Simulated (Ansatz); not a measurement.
PbO2:

```xyz
6
Lattice="4.9950 0.0000 0.0000 0.0000 4.9950 0.0000 0.0000 0.0000 3.4090" Properties=species:S:1:pos:R:3 pbc="T T T"
Pb    2.4975    2.4975    1.7045
Pb    0.0000    0.0000    0.0000
O     3.4594    3.4594    0.0000
O     4.0331    0.9619    1.7045
O     0.9619    4.0331    1.7045
O     1.5356    1.5356    0.0000
```

The cell is a database's computed one.

```yaml
Program: Ansatz 0.2.0
Task: relaxation of cell and atoms
Functional: revPBE
Potentials_or_basis: Ansatz PAW
Cutoff: "420 eV (not typed: the program's choice for these potentials)"
k_mesh: 5 × 5 × 6
Occupations: fermi-dirac, width 0.05 eV
Spin: no spin polarisation
```

At the start: volume 14.18 Å³/atom.

Q: How do energy, volume and symmetry change on relaxing?

A: It ends after 9 steps and the volume is 15.17 Å³/atom (+7.0 %); space group P4_2/mnm (No. 136, to 0.05 Å).

Step by step:
```
step  energy change (eV)  largest force (eV/Å)  volume (Å³)
   1              0.0000                0.0551        85.05
   2             -0.1103                0.0816        90.71
   3             -0.1126                0.0416        90.43
   4             -0.1133                0.0125        90.47
   5             -0.1132                0.0002        90.53
   6             -0.1389                0.0001        90.53
   7             -0.1384                0.0008        90.99
   8             -0.1382                0.0001        91.04
   9             -0.1399                0.0001        91.04
```

Final structure:
```
CELL_PARAMETERS angstrom
5.13733 0.00000 0.00000
0.00000 5.13733 0.00000
0.00000 0.00000 3.44957
ATOMIC_POSITIONS crystal
Pb 0.50000 0.50000 0.50000
Pb 0.00000 0.00000 0.00000
O 0.69157 0.69157 0.00000
O 0.80843 0.19157 0.50000
O 0.19157 0.80843 0.50000
O 0.30843 0.30843 0.00000
```

Caveat: the plane-wave basis is chosen anew once the cell has moved, so the energies of steps on either side of that aren't comparable; the pressure holds a Pulay correction of +0.5 GPa for the finite cutoff; the PAW data sets come from PBE, with cores solved anew for the run's functional, which leaves a small shift of forces and pressure.
